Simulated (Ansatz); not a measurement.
Runs of Ansatz 0.2.0 on MgO. It takes space group F-43m (No. 216, cubic). Conventional cell: a = 4.612 Å, b = 4.612 Å, c = 4.612 Å, α = 90.00°, β = 90.00°, γ = 90.00°. Around Mg (site symmetry -43m) lie 4 O at 2.00 Å. O (site symmetry -43m) is surrounded by 4 Mg at 2.00 Å. The cell was built by a generator and needn't be a form met in nature.

```csv
task,level,cell,k mesh,cutoff (eV),smearing,q mesh,points for each segment of the path,gap on the mesh (eV),pressure (GPa),relaxed volume (Å³/atom)
phonons,LDA,as given,8 × 8 × 8,420,fixed,2 × 2 × 2,8,3.38,-,-
relaxation of cell and atoms,r2SCAN+D3(BJ),relaxed,10 × 10 × 10,500,fermi-dirac 0.05 eV,-,-,4.41,0.0,11.74
relaxation of cell and atoms,BLYP+D3(BJ),relaxed,10 × 10 × 10,420,fermi-dirac 0.05 eV,-,-,(a),0.0,(b)
Born charges and dielectric tensor,PBEsol,as given,10 × 10 × 10,420,fixed,-,-,3.36,-,-
```

Alike in all rows: potentials or basis Ansatz PAW; no spin polarisation.

Task: Estimate the missing entries.

Result: (a) 4.01; (b) 11.72.

Caveats: the PAW data sets come from PBE, with cores solved anew for the run's functional, which leaves a small shift of forces and pressure; the plane-wave basis is chosen anew once the cell has moved, so the energies of steps on either side of that aren't comparable (some runs); the dispersion damping was fitted for another functional or another form of the correction (some runs).

Runs at the PBE level aren't shown here.
